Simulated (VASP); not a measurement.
Write the native input for VASP 6.6.1 that does the following.

```yaml
Task: band structure
Functional: r2SCAN
Potentials_or_basis: VASP PAW PBE potentials, release 64 (Gd)
Cutoff: 520 eV
k_mesh: 7 × 7 × 7
Occupations: fermi-dirac, width 0.05 eV
Spin: collinear spin, ferromagnetic start
Starting_moments: "[7.0] μB"
Further_INCAR_settings: ALGO = Normal; EDIFF = 1e-06; NBANDS = 19
```

The structure of Gd lies in POSCAR:

```
Gd
1.0
   -2.0250000000      2.0250000000      2.0250000000
    2.0250000000     -2.0250000000      2.0250000000
    2.0250000000      2.0250000000     -2.0250000000
Gd
1
Direct
    0.0000000000      0.0000000000      0.0000000000
```

This isn't the form of Gd at room conditions, which is hcp.

These files were run (other wordings do the same):

INCAR

```
  PREC = Accurate
  ENCUT = 520
  EDIFF = 1E-6
  ISMEAR = -1
  SIGMA = 0.05
  LREAL = False
  LASPH = True
  NELM = 100
  ALGO = Normal
  ISIF = 2
  LWAVE = False
  LCHARG = False
  ISPIN = 2
  MAGMOM = 7
  LORBIT = 11
  LMAXMIX = 6
  METAGGA = R2SCAN
  LMIXTAU = True
  NBANDS = 19
```

KPOINTS

```
regular mesh
0
Gamma
  7 7 7
```

KPOINTS_OPT

```
path GHNGPH,PN
15
line-mode
reciprocal
 0.0000000000  0.0000000000  0.0000000000  G
 0.5000000000 -0.5000000000  0.5000000000  H

 0.5000000000 -0.5000000000  0.5000000000  H
 0.0000000000  0.0000000000  0.5000000000  N

 0.0000000000  0.0000000000  0.5000000000  N
 0.0000000000  0.0000000000  0.0000000000  G

 0.0000000000  0.0000000000  0.0000000000  G
 0.2500000000  0.2500000000  0.2500000000  P

 0.2500000000  0.2500000000  0.2500000000  P
 0.5000000000 -0.5000000000  0.5000000000  H

 0.2500000000  0.2500000000  0.2500000000  P
 0.0000000000  0.0000000000  0.5000000000  N
```

Potentials or basis: VASP PAW PBE potentials, release 64 (Gd).

Launch:

```console
$ cat potpaw_PBE.64/Gd/POTCAR > POTCAR
$ mpirun -np 1 vasp_std > vasp.out
```

It gave:

```yaml
Pressure: 0.7 GPa
Band_gap_along_the_path: none (metal or under the smearing width)
Net_moment: 7.88 μB per cell
Site_moments: Gd +7.07 μB
Valence_electrons_inside_the_program's_atomic_spheres: Gd 15.19
```

Caveat: the PAW data sets were made with another functional, which shifts forces and pressure a little; spin-orbit coupling is left out, which moves the levels of the heavy elements.

Run time: 16 min on 1 thread of AMD EPYC 7R43 64-Core Processor (Zen 3) (shared host), peak memory 0.2 GiB.
